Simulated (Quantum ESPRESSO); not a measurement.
Input of a Quantum ESPRESSO 7.5 run:

pw.in

```
&CONTROL
  calculation = 'scf'
  prefix = 'pwscf'
  outdir = './tmp'
  pseudo_dir = './pseudo'
  tprnfor = .true.
  tstress = .true.
  disk_io = 'nowf'
/
&SYSTEM
  ibrav = 0
  nat = 3
  ntyp = 2
  ecutwfc = 96
  nbnd = 19
  occupations = 'smearing'
  smearing = 'mp'
  degauss = 0.00734986
/
&ELECTRONS
  conv_thr = 6d-10
  electron_maxstep = 120
  mixing_beta = 0.5
/
ATOMIC_SPECIES
Co    58.9332 Co.upf
Si    28.0850 Si.upf
CELL_PARAMETERS angstrom
   0.0000000000    2.7034771500    2.6503636500
   2.7034771500    0.0000000000    2.6503636500
   2.7034771500    2.7034771500    0.0000000000
ATOMIC_POSITIONS crystal
Co     0.0000000000    0.0000000000    0.0000000000
Si     0.2500000000    0.2500000000    0.2500000000
Si     0.7500000000    0.7500000000    0.7500000000
K_POINTS automatic
16 16 16 0 0 0
```

Potentials or basis: PseudoDojo 0.4.1 SR PBEsol standard.

The run is started by

```console
$ OMP_NUM_THREADS=1 pw.x -in pw.in > pw.out
```

Task: Predict the band gap on the k mesh.

Result: None (metal or under the smearing width).

Task: What does it give for the pressure?

Result: -6.0 GPa.

Stress tensor (GPa, compression positive):
```
-6.68  0.00  0.00
 0.00 -6.68  0.00
 0.00  0.00 -4.77
```

Spin polarisation is off, so any magnetic state and its effect on volume and gap are missing.
